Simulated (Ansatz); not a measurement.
**Si61N2 defect cell: relaxing the atoms and phonons, part 1 of 2**

The task, for Si61N2 defect cell: 4 runs in a chain (relaxing the atoms and phonons).

Computed with Ansatz 0.2.0 (DFT PBE, scalar-relativistic, plane waves, PAW, and further levels as typed in the inputs, unless a step's input says otherwise).

**1. The structure to begin with**

Symmetry: P1, No. 1, triclinic system. The conventional cell has a = 10.939 Å, b = 10.939 Å, c = 10.939 Å, α = 90.00°, β = 90.00°, γ = 90.00°. Around N (site symmetry 1) lie 3 Si at 2.24 to 2.37 Å. N (site symmetry 1) is surrounded by 3 Si at 2.16 to 2.38 Å. Si (site symmetry 1) is surrounded by 3 Si at 2.37 to 2.47 Å and 1 N at 2.37 Å. Around Si (site symmetry 1) lie 1 N at 2.24 Å and 3 Si at 2.29 to 2.39 Å. Around Si (site symmetry 1) lie 1 N at 2.29 Å and 3 Si at 2.31 to 2.37 Å. Si (site symmetry 1) is surrounded by 3 Si at 2.29 to 2.41 Å and 1 N at 2.29 Å. Si (site symmetry 1) has 3 Si at 2.26 to 2.42 Å and 1 N at 2.38 Å as nearest neighbours. Si (site symmetry 1) is surrounded by 1 N at 2.16 Å and 3 Si at 2.31 to 2.43 Å. Only part of the 63 independent sites is listed.

Coordinates:

```
CELL_PARAMETERS angstrom
10.93940 0.00000 0.00000
0.00000 10.93940 0.00000
0.00000 0.00000 10.93940
ATOMIC_POSITIONS crystal
N 0.15015 0.14270 0.14198
N 0.13405 0.85622 0.85508
Si 0.99804 0.25115 0.25154
Si 0.24610 0.99676 0.24826
Si 0.25252 0.25205 0.99523
Si 0.24591 0.00269 0.75576
Si 0.24989 0.74750 0.00401
Si 0.99887 0.75265 0.75566
Si 0.12730 0.37527 0.37768
Si 0.37265 0.12435 0.37290
Si 0.37425 0.37322 0.12432
Si 0.99861 0.00033 0.50023
Si 0.00108 0.25513 0.74434
Si 0.25474 0.24913 0.49549
Si 0.12437 0.12534 0.62890
Si 0.12112 0.37579 0.87543
Si 0.36884 0.12066 0.87719
Si 0.37754 0.37898 0.62695
Si 0.00145 0.50045 0.00442
Si 0.99692 0.74948 0.25141
Si 0.24423 0.50479 0.24710
Si 0.12474 0.63289 0.12197
Si 0.12306 0.88071 0.37105
Si 0.37342 0.62689 0.37667
Si 0.37717 0.87635 0.12992
Si 0.00371 0.50218 0.49750
Si 0.24739 0.49302 0.75251
Si 0.24333 0.75321 0.50675
Si 0.12112 0.62250 0.62326
Si 0.37804 0.62184 0.87452
Si 0.37309 0.87408 0.62972
Si 0.49647 0.00026 0.00099
Si 0.50314 0.24538 0.25408
Si 0.75159 0.00320 0.25026
Si 0.74401 0.24763 0.00299
Si 0.62513 0.12482 0.13155
Si 0.63305 0.37486 0.38207
Si 0.86771 0.11751 0.37817
Si 0.87404 0.37712 0.12689
Si 0.49967 0.00249 0.50055
Si 0.49440 0.25080 0.75068
Si 0.75670 0.99587 0.75006
Si 0.74845 0.24951 0.50607
Si 0.62638 0.12330 0.62556
Si 0.62780 0.37137 0.87403
Si 0.88064 0.12813 0.87484
Si 0.87325 0.37444 0.61933
Si 0.50345 0.50125 0.00051
Si 0.49526 0.74739 0.25188
Si 0.75094 0.49818 0.25185
Si 0.75343 0.74753 0.99806
Si 0.62182 0.62078 0.12791
Si 0.62686 0.87624 0.37071
Si 0.87118 0.62475 0.37349
Si 0.87544 0.87244 0.12739
Si 0.50658 0.50566 0.50589
Si 0.50026 0.75337 0.74862
Si 0.75336 0.49862 0.74821
Si 0.74764 0.75256 0.50101
Si 0.62568 0.62083 0.62552
Si 0.61973 0.88040 0.87452
Si 0.87571 0.62462 0.86921
Si 0.86998 0.87490 0.63046
```

**2. Relaxing the atoms: Si61N2 defect cell, no spin**

input.yaml

```yaml
crystal:
  lattice:
    - [10.9394, 0.0, 0.0]
    - [0.0, 10.9394, 0.0]
    - [0.0, 0.0, 10.9394]
  atoms:
    - { symbol: "N", position: [0.1501468947, 0.1427039719, 0.1419781839] }
    - { symbol: "N", position: [0.1340481203, 0.8562197072, 0.8550812655] }
    - { symbol: Si, position: [-0.0019621894, 0.2511532723, 0.2515395752] }
    - { symbol: Si, position: [0.2461036145, -0.0032405422, 0.2482604768] }
    - { symbol: Si, position: [0.2525218287, 0.2520520035, -0.0047737481] }
    - { symbol: Si, position: [0.2459066301, 0.0026942516, 0.7557576616] }
    - { symbol: Si, position: [0.2498863737, 0.7475009722, 0.0040061784] }
    - { symbol: Si, position: [-0.0011319693, 0.7526537186, 0.7556641923] }
    - { symbol: Si, position: [0.1273038917, 0.3752687286, 0.3776775558] }
    - { symbol: Si, position: [0.3726504181, 0.1243488009, 0.3729013308] }
    - { symbol: Si, position: [0.3742527001, 0.3732211269, 0.1243207111] }
    - { symbol: Si, position: [-0.0013914343, 0.0003253474, 0.5002328159] }
    - { symbol: Si, position: [0.0010835955, 0.2551292434, 0.7443438852] }
    - { symbol: Si, position: [0.2547374393, 0.2491324919, 0.4954939166] }
    - { symbol: Si, position: [0.1243695458, 0.1253358077, 0.6289035357] }
    - { symbol: Si, position: [0.1211181255, 0.3757947354, 0.8754308079] }
    - { symbol: Si, position: [0.3688420356, 0.1206642768, 0.8771942776] }
    - { symbol: Si, position: [0.377543347, 0.3789772231, 0.6269519232] }
    - { symbol: Si, position: [0.0014450958, 0.5004492661, 0.0044210894] }
    - { symbol: Si, position: [-0.0030826777, 0.749481165, 0.2514090504] }
    - { symbol: Si, position: [0.24423188, 0.5047934755, 0.247100883] }
    - { symbol: Si, position: [0.1247376477, 0.6328858966, 0.1219671563] }
    - { symbol: Si, position: [0.1230643471, 0.8807103815, 0.371050263] }
    - { symbol: Si, position: [0.373420178, 0.6268870652, 0.3766651475] }
    - { symbol: Si, position: [0.3771708182, 0.8763547593, 0.1299193852] }
    - { symbol: Si, position: [0.0037148003, 0.5021766402, 0.4975033307] }
    - { symbol: Si, position: [0.2473908626, 0.4930223247, 0.7525131629] }
    - { symbol: Si, position: [0.2433341515, 0.7532144864, 0.5067512473] }
    - { symbol: Si, position: [0.1211180525, 0.6224971766, 0.6232587181] }
    - { symbol: Si, position: [0.3780360365, 0.6218431449, 0.8745226741] }
    - { symbol: Si, position: [0.3730873261, 0.874081204, 0.6297215559] }
    - { symbol: Si, position: [0.4964743776, 0.0002623902, 0.0009931305] }
    - { symbol: Si, position: [0.5031397231, 0.2453779049, 0.2540765317] }
    - { symbol: Si, position: [0.7515897654, 0.0031967851, 0.2502619965] }
    - { symbol: Si, position: [0.7440067952, 0.247633133, 0.0029901807] }
    - { symbol: Si, position: [0.6251345403, 0.1248219188, 0.1315507472] }
    - { symbol: Si, position: [0.6330511045, 0.3748644646, 0.3820676835] }
    - { symbol: Si, position: [0.8677104904, 0.1175076064, 0.378170394] }
    - { symbol: Si, position: [0.8740421373, 0.3771170123, 0.1268887778] }
    - { symbol: Si, position: [0.4996730949, 0.0024942125, 0.5005511162] }
    - { symbol: Si, position: [0.4943977091, 0.2508002946, 0.7506788791] }
    - { symbol: Si, position: [0.7567015615, -0.004127811, 0.7500621492] }
    - { symbol: Si, position: [0.7484480727, 0.2495140139, 0.5060668944] }
    - { symbol: Si, position: [0.6263845026, 0.1233013106, 0.6255625217] }
    - { symbol: Si, position: [0.6278014722, 0.3713653301, 0.8740334302] }
    - { symbol: Si, position: [0.8806390998, 0.1281305265, 0.8748361789] }
    - { symbol: Si, position: [0.873254057, 0.3744366582, 0.6193284661] }
    - { symbol: Si, position: [0.5034482183, 0.5012474302, 0.0005055971] }
    - { symbol: Si, position: [0.4952559642, 0.7473857343, 0.2518811987] }
    - { symbol: Si, position: [0.7509423419, 0.4981837012, 0.2518466165] }
    - { symbol: Si, position: [0.7534326677, 0.7475317832, -0.0019410872] }
    - { symbol: Si, position: [0.6218193431, 0.6207757675, 0.1279130367] }
    - { symbol: Si, position: [0.6268649214, 0.8762385101, 0.3707141341] }
    - { symbol: Si, position: [0.8711754112, 0.6247525694, 0.3734890954] }
    - { symbol: Si, position: [0.8754390837, 0.8724442047, 0.127391447] }
    - { symbol: Si, position: [0.5065798127, 0.505655177, 0.5058865166] }
    - { symbol: Si, position: [0.5002596844, 0.7533697469, 0.7486221188] }
    - { symbol: Si, position: [0.7533639232, 0.498616295, 0.7482120576] }
    - { symbol: Si, position: [0.7476437691, 0.7525564138, 0.5010070266] }
    - { symbol: Si, position: [0.6256813, 0.6208322919, 0.6255185107] }
    - { symbol: Si, position: [0.6197319986, 0.8803988805, 0.8745189737] }
    - { symbol: Si, position: [0.8757109319, 0.6246155209, 0.8692082287] }
    - { symbol: Si, position: [0.869984099, 0.8748964538, 0.6304572335] }
scf:
  occupations: { method: gaussian, width: 0.02 }
output:
  forces: true
  stress: false
  eigenvalues: true
kpoints:
  mp_grid: { grid: [2, 2, 2], shift: [0.5, 0.5, 0.5] }
hamiltonian:
  xc: pbe
relax:
  f_tol: 0.005
  max_steps: 150
```

Launch:

```console
> ansatz run input.yaml --threads 8 --pin off --max-ram 16384MiB --backend cpu --events-out ev --progress --plain --runs-dir out
```

The log of the run (excerpt; [...] marks lines left out):

```text
Warning: RAYON_NUM_THREADS=8 ignored (pool sized by the plan → 8); use --threads N
[...]
Pseudopotentials: kind: paw
Pseudopotential: N, paw, valence charge 5, recommended cutoff 420 eV (normal), N.paw.azcp
Pseudopotential: Si, paw, valence charge 4, recommended cutoff 420 eV (normal), Si.paw.azcp
Functional definition: PBE
[...]
Crystal: 63 atoms, lattice volume = 1309.123 Å³
Basis set: ecut = 420 eV, 25677 PW (Γ), exchange–correlation on 150×150×150 points (8 copies of the dense FFT grid, shifted against one another)
Bands: 190, of which v1, the nominal top of the filled ones, is band 127 counted from 1 (126 counted from 0)
Symmetry: 1 space group operations
Space group: P1 (ITA 1), of the structure as read, at distance tolerance 1.1e-4 Å
k-points: 4 of 8 (time reversal used)
[...]
SCF iter   1: F=—  HF=-39543.094584 eV  |F-HF|=—  |Δ(HF+E_count)|=         —  Δρ=3.00e-3  dr2=3.65e-1  ethr=1.77e-3  ⟨swp⟩=6.0  Hψ=3516  notcnv=0  defer=157
[...]
relax step   1: F+E_penalty+E_count = -39543.04501088 eV  Δ(F+E_penalty+E_count) = +0.000e0 eV  max|allowed force component| = 3.146e0 eV/Å  Δτ_max = 0.0000 Å  (7 SCF iters, dr2 threshold 6.25e-7 eV, accepted)
[...]
relax step   3: F+E_penalty+E_count = -39549.02029354 eV  Δ(F+E_penalty+E_count) = -2.219e0 eV  max|allowed force component| = 7.312e-1 eV/Å  Δτ_max = 0.1979 Å  (6 SCF iters, dr2 threshold 1.00e-4 eV, accepted)
[...]
    - { symbol: Si, position: [0.6251141957750275, 0.37313942408288825, 0.8771567273640095] }
    - { symbol: Si, position: [0.8686962234642369, 0.10058075060892592, 0.9003011428280112] }
    - { symbol: Si, position: [0.8789990481152185, 0.3681852392774133, 0.6327014094563902] }
    - { symbol: Si, position: [0.49828056088950917, 0.5000737643543949, 0.000811902512588] }
    - { symbol: Si, position: [0.4925005205426526, 0.7569363471542009, 0.24394683791068167] }
    - { symbol: Si, position: [0.7550447361158991, 0.49950633955002055, 0.25021612397508625] }
    - { symbol: Si, position: [0.7493109704191171, 0.7532748715128051, -0.004214554035920644] }
    - { symbol: Si, position: [0.6251153257425215, 0.6270059507184566, 0.12446902667482898] }
    - { symbol: Si, position: [0.6251132666477398, 0.8764154314289594, 0.37387883526098853] }
    - { symbol: Si, position: [0.8789998025344525, 0.6319616406245697, 0.3689244870785589] }
    - { symbol: Si, position: [0.868697345919727, 0.8995631946521502, 0.10132010797603408] }
    - { symbol: Si, position: [0.5000812532249372, 0.5000711618774514, 0.5008108676370677] }
    - { symbol: Si, position: [0.49761691587561385, 0.744174093193237, 0.7449126359177746] }
    - { symbol: Si, position: [0.7550438116128554, 0.5006397469665358, 0.7514098729819059] }
    - { symbol: Si, position: [0.7550451794986938, 0.750670818598888, 0.5013790397694884] }
    - { symbol: Si, position: [0.6290479295232134, 0.6228536336523757, 0.6235918140699456] }
    - { symbol: Si, position: [0.6178258885679239, 0.8708172209769764, 0.8715561553524148] }
    - { symbol: Si, position: [0.8840040737331958, 0.6325821992116318, 0.8748997495618974] }
    - { symbol: Si, position: [0.8840048735161912, 0.8741606823406293, 0.6333210140758954] }
```

It took 8.3 min on 8 threads of Arm Neoverse N1, shared host; peak memory 4.4 GiB.

The steps of the relaxation:

| step | energy from step 1 (eV/cell) | largest force component (eV/Å) |
| --- | --- | --- |
| 1 | 0.0000 | 3.1462 |
| 2 | -3.7560 | 2.0104 |
| 3 | -5.9753 | 0.7312 |
| 4 | -6.3550 | 1.0218 |
| 5 | -6.6081 | 0.0921 |
| 6 | -6.4732 | 0.3994 |
| 7 | -6.6191 | 0.0197 |
| 8 | -6.6194 | 0.0084 |
| 9 | -6.6194 | 0.0104 |
| 10 | -6.6195 | 0.0009 |

Step 1 is the start. Steps 6, 9 were tried and not accepted.

**3. Phonons**

It takes the final geometry of step 2.

input.yaml

```yaml
crystal:
  lattice:
    - [10.9394, 0.0, 0.0]
    - [0.0, 10.9394, 0.0]
    - [0.0, 0.0, 10.9394]
  atoms:
    - { symbol: "N", position: [0.1518364728, 0.156375797, 0.1571120815] }
    - { symbol: "N", position: [0.1518360349, 0.843770563, 0.8445113595] }
    - { symbol: Si, position: [0.0289014815, 0.2392272186, 0.2399651232] }
    - { symbol: Si, position: [0.2352301657, 0.0320256701, 0.2365157013] }
    - { symbol: Si, position: [0.2352303567, 0.2357759495, 0.0327670711] }
    - { symbol: Si, position: [0.2352325304, -0.0318810244, 0.7651074031] }
    - { symbol: Si, position: [0.2352331761, 0.7643680712, -0.0311406696] }
    - { symbol: Si, position: [0.0289076323, 0.760918377, 0.7616568718] }
    - { symbol: Si, position: [0.1283107515, 0.3761832577, 0.376922842] }
    - { symbol: Si, position: [0.3721462546, 0.127765055, 0.3773700357] }
    - { symbol: Si, position: [0.3721469068, 0.3766305863, 0.1285063218] }
    - { symbol: Si, position: [-0.0014819044, 7.25397e-05, 0.5008112494] }
    - { symbol: Si, position: [-0.0036637323, 0.2322550482, 0.7686244436] }
    - { symbol: Si, position: [0.248265631, 0.2462218328, 0.5096425877] }
    - { symbol: Si, position: [0.122393826, 0.1127546477, 0.6378288773] }
    - { symbol: Si, position: [0.1223908833, 0.3630520627, 0.8881273148] }
    - { symbol: Si, position: [0.3560316896, 0.1129836899, 0.8879016982] }
    - { symbol: Si, position: [0.3764128538, 0.372258532, 0.6286220201] }
    - { symbol: Si, position: [-0.0014817971, 0.5000726202, 0.0008113797] }
    - { symbol: Si, position: [-0.003662129, 0.7678864318, 0.2329964038] }
    - { symbol: Si, position: [0.2482663065, 0.5089021906, 0.2469620603] }
    - { symbol: Si, position: [0.1223937012, 0.6370895956, 0.1134959858] }
    - { symbol: Si, position: [0.1223923672, 0.8873878255, 0.3637935343] }
    - { symbol: Si, position: [0.3764126723, 0.627882456, 0.37299911] }
    - { symbol: Si, position: [0.3560313123, 0.887162759, 0.1137236062] }
    - { symbol: Si, position: [-0.0008067895, 0.5000705791, 0.5008106127] }
    - { symbol: Si, position: [0.2482660213, 0.4912385216, 0.7546598838] }
    - { symbol: Si, position: [0.2482657627, 0.7539191071, 0.491978237] }
    - { symbol: Si, position: [0.1283104787, 0.6239582253, 0.6246990895] }
    - { symbol: Si, position: [0.3721448433, 0.6235140042, 0.873114165] }
    - { symbol: Si, position: [0.3721445067, 0.8723756671, 0.6242523865] }
    - { symbol: Si, position: [0.4995333966, 7.08523e-05, 0.0008104414] }
    - { symbol: Si, position: [0.497615826, 0.2559667965, 0.2567069368] }
    - { symbol: Si, position: [0.7493115842, 0.0050970879, 0.2476083064] }
    - { symbol: Si, position: [0.7493120497, 0.2468677545, 0.0058380605] }
    - { symbol: Si, position: [0.6178249261, 0.1293236753, 0.1300644076] }
    - { symbol: Si, position: [0.6290448278, 0.3772892041, 0.378028444] }
    - { symbol: Si, position: [0.8840024646, 0.125984345, 0.3683023307] }
    - { symbol: Si, position: [0.8840012179, 0.3675642722, 0.1267225594] }
    - { symbol: Si, position: [0.4982814403, 7.22285e-05, 0.5008133937] }
    - { symbol: Si, position: [0.4925009111, 0.243208494, 0.7576771045] }
    - { symbol: Si, position: [0.7493114847, -0.0049530472, 0.7540132327] }
    - { symbol: Si, position: [0.7550449792, 0.2494758717, 0.5002450375] }
    - { symbol: Si, position: [0.6251141638, 0.1237304517, 0.6277457528] }
    - { symbol: Si, position: [0.6251141958, 0.3731394241, 0.8771567274] }
    - { symbol: Si, position: [0.8686962235, 0.1005807506, 0.9003011428] }
    - { symbol: Si, position: [0.8789990481, 0.3681852393, 0.6327014095] }
    - { symbol: Si, position: [0.4982805609, 0.5000737644, 0.0008119025] }
    - { symbol: Si, position: [0.4925005205, 0.7569363472, 0.2439468379] }
    - { symbol: Si, position: [0.7550447361, 0.4995063396, 0.250216124] }
    - { symbol: Si, position: [0.7493109704, 0.7532748715, -0.004214554] }
    - { symbol: Si, position: [0.6251153257, 0.6270059507, 0.1244690267] }
    - { symbol: Si, position: [0.6251132666, 0.8764154314, 0.3738788353] }
    - { symbol: Si, position: [0.8789998025, 0.6319616406, 0.3689244871] }
    - { symbol: Si, position: [0.8686973459, 0.8995631947, 0.101320108] }
    - { symbol: Si, position: [0.5000812532, 0.5000711619, 0.5008108676] }
    - { symbol: Si, position: [0.4976169159, 0.7441740932, 0.7449126359] }
    - { symbol: Si, position: [0.7550438116, 0.500639747, 0.751409873] }
    - { symbol: Si, position: [0.7550451795, 0.7506708186, 0.5013790398] }
    - { symbol: Si, position: [0.6290479295, 0.6228536337, 0.6235918141] }
    - { symbol: Si, position: [0.6178258886, 0.870817221, 0.8715561554] }
    - { symbol: Si, position: [0.8840040737, 0.6325821992, 0.8748997496] }
    - { symbol: Si, position: [0.8840048735, 0.8741606823, 0.6333210141] }
scf:
  occupations: { method: gaussian, width: 0.02 }
output:
  stress: false
  eigenvalues: true
kpoints:
  mp_grid: { grid: [2, 2, 2], shift: [0.5, 0.5, 0.5] }
hamiltonian:
  xc: pbe
phonons:
  supercell: [1, 1, 1]
  displaced_sites: [0, 1, 2, 3, 4, 5, 6, 7]
  amplitude: 0.01
```

Launch:

```console
> ansatz run input.yaml --threads 8 --pin off --max-ram 16384MiB --backend cpu --events-out ev --progress --plain --runs-dir out
```

The log of the run (excerpt; [...] marks lines left out):

```text
Warning: the atoms were moved onto the symmetric positions of the space group found under crystal.symmetry.tolerance 1.0e-5 (fractional; no operation is sought that the atoms, as they stand in a round, miss by more than twice it, and no atom is moved by as much as it), and the run uses [...]
Warning: RAYON_NUM_THREADS=8 ignored (pool sized by the plan → 8); use --threads N
[...]
[... 4 set-up lines as earlier in the session ...]
[...]
Crystal: 63 atoms, lattice volume = 1309.123 Å³
Basis set: ecut = 420 eV, 25677 PW (Γ), exchange–correlation on 150×150×150 points (8 copies of the dense FFT grid, shifted against one another)
Bands: 190, of which v1, the nominal top of the filled ones, is band 127 counted from 1 (126 counted from 0)
Symmetry: 4 space group operations
k-points: 2 of 8 (time reversal used)
[...]
  force constants formed among 8 of 63 sites (N 0, N 1, Si 2, Si 3, Si 4, Si 5, Si 6, Si 7); the other 55 at rest. The modes move the named sites alone.
  the frequencies, the zero-point energy and the sums are of the block with the acoustic sum rule laid on its rows. Row sums over every site: 2.0e-4 eV/Å² at the most
  transpose residual: 5.9e-4 eV/Å²
  largest component of a force at the reference: 4.6e-4 eV/Å on a named site, 5.9e-4 eV/Å on a site at rest
  frequencies among the named sites at Γ of the cell (cm⁻¹): 224.00 229.68 230.62 230.96 245.56 249.61 313.29 317.10 337.22 342.04 349.34 349.36 349.71 351.67 355.68 356.81 374.15 384.86 443.45 446.77 626.75 627.87 629.61 635.15
  unstable modes among the named sites: 0
  frequencies as built, with no sum rule (cm⁻¹): 224.00 229.68 230.62 230.95 245.56 249.61 313.29 317.10 337.22 342.04 349.34 349.36 349.71 351.67 355.68 356.81 374.15 384.86 443.45 446.77 626.75 627.87 629.61 635.15
  zero-point energy: 0.558007 eV/cell   skipped modes (ω ≤ 0): 0
  not written: the harmonic force-constant file, the file of eigenvectors (these modes' are written with the force constants), the density of states and the dispersion, which are of every site
```

Wall time 8.3 min (8 threads of Arm Neoverse N1, shared host); peak memory 4.4 GiB.

(Continued in part 2 of 2.)
